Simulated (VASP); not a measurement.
# Si (P6_3/mmc) in VASP: a series of runs, part 2 of 2

VASP 6.6.1.

## Step 3: Single point, PBE

Input file INCAR:

```
ADDGRID  = False        
ALGO     = Normal         # electronic algorithm
EDIFF    = 1E-6           # SCF threshold, eV
ENCUT    = 460            # plane-wave cutoff, eV
GGA      = PE             # functional
ISIF     = 2              # what is computed and relaxed
ISMEAR   = 0              # smearing method
LASPH    = True           # aspherical terms in the spheres
LCHARG   = False          # write CHGCAR
LREAL    = False          # projectors in reciprocal space
LWAVE    = False          # write WAVECAR
NBANDS   = 16             # bands
NELM     = 100            # most SCF steps
PREC     = Accurate       # precision mode
SIGMA    = 0.05           # smearing width, eV
```

Input file KPOINTS:

```
k-points
0
Gamma
  5 5 3
```

Input file POSCAR:

```
Si
1.0
    3.8313174605      0.0000000000      0.0000000000
   -1.9156587303      3.3180182508      0.0000000000
    0.0000000000      0.0000000000      6.3326220002
Si
4
Direct
    0.6666666667      0.3333333333      0.9369905000
    0.3333333333      0.6666666667      0.4369905000
    0.6666666667      0.3333333333      0.5630095000
    0.3333333333      0.6666666667      0.0630095000
```

Potentials or basis: VASP PAW PBE potentials, release 64 (Si).

Run with:

```console
cat potpaw_PBE.64/Si/POTCAR > POTCAR
mpirun -np 1 vasp_std > vasp.out
```

OUTCAR:

```text
EDIFF = 1E-6
   ENCUT = 460
   GGA = PE
   ISIF = 2
   ISMEAR = 0
   LASPH = True
   LREAL = False
   NELM = 100
   PREC = Accurate

 Found     10 irreducible k-points:

 Following reciprocal coordinates:
            Coordinates               Weight
  0.000000  0.000000  0.000000      1.000000
  0.200000 -0.000000  0.000000      6.000000
  0.400000 -0.000000  0.000000      6.000000
  0.200000  0.200000  0.000000      6.000000
  0.400000  0.200000  0.000000      6.000000
  0.000000  0.000000  0.333333      2.000000
   k-points           NKPTS =     10   k-points in BZ     NKDIM =     10   number of bands    NBANDS=     16
   number of dos      NEDOS =    301   number of ions     NIONS =      4
   total plane-waves  NPLWV =  37632
   dimension x,y,z NGX =    28 NGY =   28 NGZ =   48
   dimension x,y,z NGXF=    56 NGYF=   56 NGZF=   96
   ions per type =               4
   NGX,Y,Z   is equivalent  to a cutoff of  12.15, 12.15, 12.60 a.u.
   NGXF,Y,Z  is equivalent  to a cutoff of  24.30, 24.30, 25.20 a.u.
 SYSTEM =  unknown system
   PREC   = accura    normal or accurate (medium, high low for compatibility)
   ISTART =      0    job   : 0-new  1-cont  2-samecut
   ICHARG =      2    charge: 1-file 2-atom 10-const
   ISPIN  =      1    spin polarized calculation?
   LNONCOLLINEAR =      F non collinear calculations
   LSORBIT =      F    spin-orbit coupling
   LASPH  =      T    aspherical Exc in radial PAW
   ENCUT  =  460.0 eV  33.81 Ry    5.81 a.u.   6.70  6.70 11.07*2*pi/ulx,y,z
   NELM   =    100;   NELMIN=  2; NELMDL= -5     # of ELM steps
   EDIFF  = 0.1E-05   stopping-criterion for ELM
   LREAL  =      F    real-space projection
   EDIFFG = 0.1E-04   stopping-criterion for IOM
   NSW    =      0    number of steps for IOM
   IBRION =     -1    ionic relax: 0-MD 1-quasi-New 2-CG
   NFREE  =      0    steps in history (QN), initial steepest desc. (CG)
   ISIF   =      2    stress and relaxation
   ISYM   =      2    0-nonsym 1-usesym 2-fastsym
   POTIM  = 0.5000    time-step for ionic-motion
   TEBEG  =    0.0;   TEEND  =   0.0 temperature during run
   PSTRESS=    0.0 pullay stress
   NELECT =      16.0000    total number of electrons
   NUPDOWN=      -1.0000    fix difference up-down
   EMIN   =  10.00;   EMAX   =-10.00  energy-range for DOS
   EFERMI =   0.00;   METHOD = LEGACY
   ISMEAR =     0;   SIGMA  =   0.05  broadening in eV -4-tet -1-fermi 0-gaus
   EFERMI_NEDOS =   21; number of points for ismear=-14 and -15
   IALGO  =     38    algorithm
   IMIX   =      4    mixing-type and parameters
     AMIX     =   0.40;   BMIX     =  1.00
     AMIX_MAG =   1.60;   BMIX_MAG =  1.00
  volume/ion in A,a.u.               =      20.13       135.81
  Fermi-wavevector in a.u.,A,eV,Ry     =   0.955384  1.805414 12.418837  0.912759
  Thomas-Fermi vector in A             =   2.084217
   LORBIT       =      0    0 simple, 1 ext, 2 COOP (PROOUT), +10 PAW based schemes
   GGA     = PE    functional components
   LHFCALC =     F    Hartree Fock is set to
   AEXX    =    0.0000 exact exchange contribution
   IVDW    =     0    specifies the selected vdW correction
   LEPSILON=     F    determine dielectric tensor
   LRPA    =     F    only Hartree local field effects (RPA)
 non-spin polarized calculation
 Gauss-broadening in eV      SIGMA  =   0.05
  energy-cutoff  :      460.00
  volume of cell :       80.50
 maximum number of plane-waves:      1822
 NGX is ok and might be reduce to    28
   NGX = 13   NGY = 13   NGZ = 23

 number of electron      15.9999999 magnetization

 Free energy of the ion-electron system (eV)
  ---------------------------------------------------
  ext. energy  EPLUGINS =         0.00000000
  ---------------------------------------------------
  free energy    TOTEN  =       -21.56935783 eV

  energy without entropy =      -21.56935783  energy(sigma->0) =      -21.56935783

 E-fermi :   6.2566     XC(G=0):  -9.3767

 val. band max:        6.0410248902   @ k =   0.0000   0.0000   0.0000
 cond. band min:       6.5756153995   @ k =   0.4000  -0.0000   0.0000
 fundamental gap:      0.5345905092
 Fermi energy:         6.2566423474

 k-point     1 :       0.0000    0.0000    0.0000
  band No.  band energies     occupation
      1      -6.1529      2.00000
      2      -3.8682      2.00000
      3      -1.1757      2.00000
      4       4.5223      2.00000
      5       4.5223      2.00000
      6       5.6874      2.00000
[... 8 lines left out ...]
     15      10.2062      0.00000
     16      11.9590      0.00000
[... 78 lines left out ...]
  band No.  band energies     occupation
      1      -5.7967      2.00000
      2      -4.7977      2.00000
      3       0.4238      2.00000
      4       3.3296      2.00000
      5       4.7955      2.00000
      6       4.7955      2.00000
[... 8 lines left out ...]
     15      11.2527      0.00000
     16      12.9761      0.00000

 [... further k-points ...]

------------------------ aborting loop because EDIFF is reached ----------------------------------------

  FORCE on cell =-STRESS in cart. coord.  units (eV):
  Direction    XX          YY          ZZ          XY          YZ          ZX
  --------------------------------------------------------------------------------------
  -------------------------------------------------------------------------------------
  Total        0.8282706      0.8282706      0.6350235     -0.0000000     -0.0000000      0.0000000
  in kB       16.4843691     16.4843691     12.6383353     -0.0000000     -0.0000000      0.0000000
  external PRESSURE =      15.2023578 kB  Pullay stress =       0.0000000 kB

 VOLUME and BASIS-vectors are now :
 -----------------------------------------------------------------------------
  energy-cutoff  :      460.00
  volume of cell :       80.50
      direct lattice vectors                 reciprocal lattice vectors
     3.831317461  0.000000000  0.000000000     0.261006823  0.150692360  0.000000000
    -1.915658730  3.318018251  0.000000000     0.000000000  0.301384720  0.000000000
     0.000000000  0.000000000  6.332622000     0.000000000  0.000000000  0.157912473

 POSITION                                       TOTAL-FORCE (eV/Angst)
 -----------------------------------------------------------------------------------
      1.91566      1.10601      5.93361        -0.000000     -0.000000      0.021414
     -0.00000      2.21201      2.76730        -0.000000      0.000000      0.021414
      1.91566      1.10601      3.56533         0.000000     -0.000000     -0.021414
     -0.00000      2.21201      0.39902         0.000000      0.000000     -0.021414
 -----------------------------------------------------------------------------------
    total drift:                                0.000000     -0.000000      0.000000

  FREE ENERGIE OF THE ION-ELECTRON SYSTEM (eV)
  ---------------------------------------------------
  free  energy   TOTEN  =       -21.5693578321 eV

  energy  without entropy=      -21.5693578321  energy(sigma->0) =      -21.56935783
```

OSZICAR:

```text
N       E                     dE             d eps       ncg     rms          rms(c)
DAV:   1     0.219904861036E+02    0.21990E+02   -0.53659E+03   320   0.734E+02
DAV:   2    -0.203334508940E+02   -0.42324E+02   -0.38325E+02   440   0.115E+02
DAV:   3    -0.219229563291E+02   -0.15895E+01   -0.15814E+01   424   0.212E+01
DAV:   4    -0.219410294153E+02   -0.18073E-01   -0.18068E-01   408   0.292E+00
DAV:   5    -0.219413706926E+02   -0.34128E-03   -0.34126E-03   432   0.367E-01    0.689E+00
DAV:   6    -0.216844387182E+02    0.25693E+00   -0.10290E-01   376   0.152E+00    0.420E+00
DAV:   7    -0.215661118472E+02    0.11833E+00   -0.22062E-01   368   0.232E+00    0.248E-01
DAV:   8    -0.215686710046E+02   -0.25592E-02   -0.15705E-02   360   0.627E-01    0.106E-01
DAV:   9    -0.215692239751E+02   -0.55297E-03   -0.68776E-04   448   0.150E-01    0.824E-02
DAV:  10    -0.215693540272E+02   -0.13005E-03   -0.14218E-04   368   0.598E-02    0.118E-02
DAV:  11    -0.215693562082E+02   -0.21810E-05   -0.48379E-06   464   0.121E-02    0.771E-03
DAV:  12    -0.215693579939E+02   -0.17857E-05   -0.19313E-06   336   0.740E-03    0.942E-04
DAV:  13    -0.215693578321E+02    0.16186E-06   -0.15750E-07   264   0.206E-03
   1 F= -.21569358E+02 E0= -.21569358E+02  d E =-.631055E-11
```

Wall time 6.8 s (1 thread of Intel Xeon Platinum 8488C (Sapphire Rapids), shared host); peak memory 0.17 GiB.

The run converged, but some of its settings lie outside the range that counts as converged, so its numbers aren't taken as properties of the crystal.

Results:

```yaml
Free_energy: -21.5694 eV
Pressure: 1.5 GPa
Largest_force: 0.021 eV/Å
Band_gap_on_the_k_mesh: 0.53 eV, indirect (least direct gap 1.03 eV)
```

Caveat: an odd mesh through Γ misses points on the zone boundary, where band edges often lie.

## Step 4: Single point, PBE

INCAR is that of step 3.

KPOINTS is that of step 3.

Input file POSCAR:

```
Si
1.0
    3.8313174605      0.0000000000      0.0000000000
   -1.9156587303      3.3180182508      0.0000000000
    0.0000000000      0.0000000000      6.3326220002
Si
4
Direct
    0.6655130000      0.3227030000      0.9380340000
    0.3547120000      0.6831860000      0.4293900000
    0.6599490000      0.3251260000      0.5656880000
    0.3139780000      0.6447660000      0.0617650000
```

Run with:

```console
cat potpaw_PBE.64/Si/POTCAR > POTCAR
mpirun -np 1 vasp_std > vasp.out
```

It took 19 s on 1 thread of Intel Xeon Platinum 8488C (Sapphire Rapids), shared host; peak memory 0.18 GiB.

The run converged, but some of its settings lie outside the range that counts as converged, so its numbers aren't taken as properties of the crystal.

What came out:

```yaml
Free_energy: -21.4572 eV
Pressure: 1.7 GPa
Largest_force: 1.382 eV/Å
Band_gap_on_the_k_mesh: 0.22 eV, indirect (least direct gap 0.75 eV)
```

Caveat: an odd mesh through Γ misses points on the zone boundary, where band edges often lie.

## Step 5: Single point, PBE

INCAR, as its differences from that of step 4:

```diff
@@ -3,3 +3,3 @@
 EDIFF    = 1E-6           # SCF threshold, eV
-ENCUT    = 460            # plane-wave cutoff, eV
+ENCUT    = 900            # plane-wave cutoff, eV
 GGA      = PE             # functional
```

Input file KPOINTS:

```
k-points
0
Gamma
  4 4 2
```

Input file POSCAR:

```
Si
1.0
    3.8313174605      0.0000000000      0.0000000000
   -1.9156587303      3.3180182508      0.0000000000
    0.0000000000      0.0000000000      6.3326220002
Si
4
Direct
    0.6666666667      0.3333333333      0.9369905000
    0.3333333333      0.6666666667      0.4369905000
    0.6666666667      0.3333333333      0.5630095000
    0.3333333333      0.6666666667      0.0630095000
```

Run with:

```console
cat potpaw_PBE.64/Si/POTCAR > POTCAR
mpirun -np 1 vasp_std > vasp.out
```

Wall time 16 s (1 thread of Intel Xeon Platinum 8488C (Sapphire Rapids), shared host); peak memory 0.29 GiB.

These settings aren't checked as converged: the numbers below hold their error.

What came out:

| Quantity | Value |
| --- | --- |
| Free energy | -21.4696 eV |
| Pressure | 1.8 GPa |
| Largest force | 0.076 eV/Å |
| Band gap on the k mesh | 0.41 eV, indirect (least direct gap 1.02 eV) |

Caveat: the k mesh is coarse (spacing up to 0.50 Å⁻¹), so the values aren't converged.

## Step 6: Single point, PBE

INCAR is that of step 5.

KPOINTS is that of step 5.

Input file POSCAR:

```
Si
1.0
    3.8313174605      0.0000000000      0.0000000000
   -1.9156587303      3.3180182508      0.0000000000
    0.0000000000      0.0000000000      6.3326220002
Si
4
Direct
    0.6655130000      0.3227030000      0.9380340000
    0.3547120000      0.6831860000      0.4293900000
    0.6599490000      0.3251260000      0.5656880000
    0.3139780000      0.6447660000      0.0617650000
```

Potentials or basis: VASP PAW PBE potentials, release 64 (Si).

Run with:

```console
cat potpaw_PBE.64/Si/POTCAR > POTCAR
mpirun -np 1 vasp_std > vasp.out
```

It took 34 s on 1 thread of Intel Xeon Platinum 8488C (Sapphire Rapids), shared host; peak memory 0.28 GiB.

These settings aren't checked as converged: the numbers below hold their error.

Results:

| Quantity | Value |
| --- | --- |
| Free energy | -21.3539 eV |
| Pressure | 2.0 GPa |
| Largest force | 1.400 eV/Å |
| Band gap on the k mesh | 0.10 eV, indirect (least direct gap 0.75 eV) |

Caveat: the k mesh is coarse (spacing up to 0.50 Å⁻¹), so the values aren't converged.

## Step 7: For comparison

An earlier run on the cell as given: functional PBE; potentials or basis VASP PAW PBE potentials, release 64 (Si); cutoff 520 eV; k mesh 8 × 8 × 4; occupations fermi-dirac, width 0.05 eV; no spin polarisation.

* Pressure: 1.4 GPa
* Largest force: 0.008 eV/Å
* Band gap on the k mesh: 0.42 eV, indirect (least direct gap 1.03 eV)
